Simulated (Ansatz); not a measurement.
# Be: the cost of one run

Computed with Ansatz 0.2.0 (DFT PBE, scalar-relativistic, plane waves, PAW, unless a step's input says otherwise).

## 1. The starting structure

It takes space group I-4m2 (No. 119, tetragonal). The conventional cell has a = 3.101 Å, b = 3.101 Å, c = 7.674 Å, α = 90.00°, β = 90.00°, γ = 90.00°. Around Be (site symmetry 2mm) lie 3 Be at 1.84 Å. Be (site symmetry -4m2) has 4 Be at 1.84 Å as nearest neighbours.

As a file:

```
Be
1.0
    -1.55042    1.55042    3.83678
     1.55042   -1.55042    3.83678
     1.55042    1.55042   -3.83678
Be
3
Direct
  0.37990 0.37990 0.00000
  0.75000 0.25000 0.50000
  0.62010 0.62010 0.00000
```

The cell is invented: 3-, 4-connected net of one element (I-4m2, No. 119). The dimensions are guesses.

## 2. A first look at the guess

File input.yaml:

```yaml
crystal:
  lattice:
    - [-1.55041846, 1.55041846, 3.83677853]
    - [1.55041846, -1.55041846, 3.83677853]
    - [1.55041846, 1.55041846, -3.83677853]
  atoms:
    - { symbol: Be, position: [0.37989923, 0.37989923, 0.0] }
    - { symbol: Be, position: [0.75, 0.25, 0.5] }
    - { symbol: Be, position: [0.62010077, 0.62010077, 0.0] }
basis:
  ecutwfc: 420
kpoints:
  mp_grid: { grid: [8, 8, 8] }
hamiltonian:
  xc: pbe
scf:
  occupations: { method: gaussian, width: 0.1 }
  lower_state_search: "off"
output:
  forces: true
  stress: true
  eigenvalues: true
```

Run with:

```bash
$ ansatz run input.yaml --threads 1 --pin off --max-ram 2560MiB --backend cpu --events-out ev --progress --plain --runs-dir out
```

**Question.** How long does this run take on 1 thread of Arm Neoverse V2, shared host, and how much memory does it need?

About 1.6 s, with a peak of 0.28 GiB.
